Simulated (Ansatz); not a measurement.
# Rh, a known structure type with other elements, at an estimated volume

```
Rh
1.0
     0.00000    1.90757    1.90757
     1.90757    0.00000    1.90757
     1.90757    1.90757    0.00000
Rh
1
Direct
  0.00000 0.00000 0.00000
```

Single point in Ansatz 0.2.0 with PBEsol, no spin polarisation. Cutoff 420 eV, PAW datasets, 15×15×15 Γ-centred k mesh, fermi-dirac filling (width 0.1 eV).

**Question.** Describe some of the short contacts.

**Answer.** Rh–Rh at 2.70 Å: least valence density 0.37 e/Å³ and ELF 0.28 there. Both are smooth PAW fields, read partly inside the augmentation spheres.

**Question.** Is the cell too large or too small?

**Answer.** The pressure is -7.3 GPa (compression positive), so with the atoms held at these fractions the cell would first shrink.

**Question.** Is there a gap?

**Answer.** It is a metal, with about 1.3 states/eV a cell as the mean within 0.25 eV of the Fermi level, mostly Rh d (96 %).

Origin: a known structure type with other elements, at an estimated volume, so it need not be a known compound. Caveats: many states at the Fermi level without spin polarisation, so a magnetic state may lie lower.
